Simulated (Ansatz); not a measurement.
LaAlO₃:
```xyz
5
Lattice="3.7715 0.0000 0.0000 0.0000 3.7715 0.0000 0.0000 0.0000 3.7715" Properties=species:S:1:pos:R:3 pbc="T T T"
La     1.8858     1.8858     1.8858
Al     0.0000     0.0000     0.0000
O      0.0000     1.8858     0.0000
O      1.8858     0.0000     0.0000
O      0.0000     0.0000     1.8858
```

Relaxed with PBEsol.

Task: Give the optical modes at the zone centre with their infrared activity from DFPT, PBEsol (plane waves, PAW; program Ansatz).

Result: Transverse frequencies, without the LO–TO term; a row sums one degenerate level.

```tsv
ω (cm⁻¹)	degeneracy	IR ((D/Å)²/amu)	activity	symmetry
150	3	43.80	IR	T1u
275	3	0.00	IR-inactive	T2u
415	3	50.63	IR	T1u
674	3	16.03	IR	T1u
```

Task: How high does the top mode go among those that the LO–TO term moves?

Result: 747 cm⁻¹ for q along x.

Space group Pm-3m (cubic perovskite). This is a known high-temperature phase of the composition, computed here at zero pressure and temperature. The PBEsol relaxation kept the symmetry of its start. At this level the phase is dynamically unstable (imaginary phonons). Spin–orbit coupling is left out wherever it is not named.

Potentials: the earlier of the program's two PAW sets. The files were generated under PBE; for other functionals the program regenerates the frozen cores, and for LDA and PBEsol the local potential too.
